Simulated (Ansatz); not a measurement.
## HfB2: pressure and energy less free atoms against volume per atom

Results calculated with Ansatz 0.2.0, not measured. Periodic Kohn-Sham DFT of a crystal at fixed atoms; pressure and stress are positive in compression; the energy is the free energy less that of spherical unpolarised free atoms; site moments are those in the method's own spheres, positive along +z.

Cell of the first row (space group P6/mmm, No. 191):
```
HfB2
1.0
      3.0759     0.0000     0.0000
     -1.5380     2.6638     0.0000
      0.0000     0.0000     3.4090
Hf B
1 2
Direct
  0.00000 0.00000 0.00000
  0.33333 0.66667 0.50000
  0.66667 0.33333 0.50000
```

Settings of every row: method all-electron LAPW; functional PBE; relativity scalar; k mesh 13x13x11; filling fermi-dirac; smearing width 0.05 eV; basis error target 0.5 meV/atom; nucleus gaussian.

Atom start moment: 0 on all atoms.

Limits: no spin-orbit coupling on heavy atoms.

| row | volume per atom (Å³) | pressure (GPa) | energy less free atoms (eV/atom) |
| --- | --- | --- | --- |
| 1 | 9.311 | 19.213 | -7.8813 |
| 2 | 9.509 | 12.698 | -7.901 |
| 3 | 9.707 | 6.79 | -7.913 |
| 4 | 9.806 | ? | ? |
| 5 | 9.905 | 1.428 | -7.918 |
| 6 | 10.004 | -1.064 | -7.9181 |
| 7 | 10.103 | -3.439 | -7.9167 |
| 8 | 10.301 | -7.858 | -7.9097 |
| 9 | 10.499 | -11.871 | -7.8974 |

Question: what pressure and energy less free atoms should row 4 give?

Worked fit of pressure. Take u = (V_r/V)^(2/3) − 1 with V_r = 9.9545 Å³ an atom, which is twice the finite (Eulerian) strain; such expansions in the strain, on which the Birch-Murnaghan equation of state is built, carry the rest volume and the bulk modulus. The shown rows have u = 0.04556, 0.03099, 0.01693, 0.00333, -0.0033, -0.00982, -0.02255, -0.03488. Least squares give pressure = 0.1662 + 375.907 × u + 901.51 × u² + 524 × u³ GPa; a parabola predicts inner rows, each left out in turn, worse (root mean square 0.0086 against 0.0013 GPa). The rows lie off it by 0.000, 0.001, -0.001, 0.000, 0.000, 0.000, 0.000, 0.000. The pressure vanishes at u = -0.0004, or V = 9.961 Å³ an atom, and there the bulk modulus at fixed shape and fractions is B = −V dP/dV = (2/3)(1 + u) dP/du = 250 GPa. Letting shape and atoms relax would as a rule lower it, by much in layered, chain or molecular crystals. The withheld row has u = 0.01007, so the fit gives 0.1662 + 375.907 × (0.01007) + 901.51 × (0.01007)² + 524 × (0.01007)³ = 4.044 GPa.

The calculation gave 4.044 GPa. The fit meets it to the printed digit.

Worked fit of energy less free atoms. Take u = (V_r/V)^(2/3) − 1 with V_r = 9.9545 Å³ an atom, which is twice the finite (Eulerian) strain; such expansions in the strain, on which the Birch-Murnaghan equation of state is built, carry the rest volume and the bulk modulus. The shown rows have u = 0.04556, 0.03099, 0.01693, 0.00333, -0.0033, -0.00982, -0.02255, -0.03488. Least squares give energy less free atoms = −7.91825 + 0.0137 × u + 17.507 × u² eV/atom; a straight line predicts inner rows, each left out in turn, worse (root mean square 0.009 against 2.6e-05 eV/atom). All shown rows lie on it to the printed digit. Its lowest point lies at u = -0.0004, or V = 9.96 Å³ an atom, and the curvature there gives the bulk modulus at fixed shape and fractions, B = (4/9)(1 + u)² E″(u)/V = 250 GPa. Letting shape and atoms relax would as a rule lower it, by much in layered, chain or molecular crystals. The withheld row has u = 0.01007, so the fit gives −7.91825 + 0.0137 × (0.01007) + 17.507 × (0.01007)² = -7.9163 eV/atom.

The calculation gave -7.9163 eV/atom. The fit meets it to the printed digit.
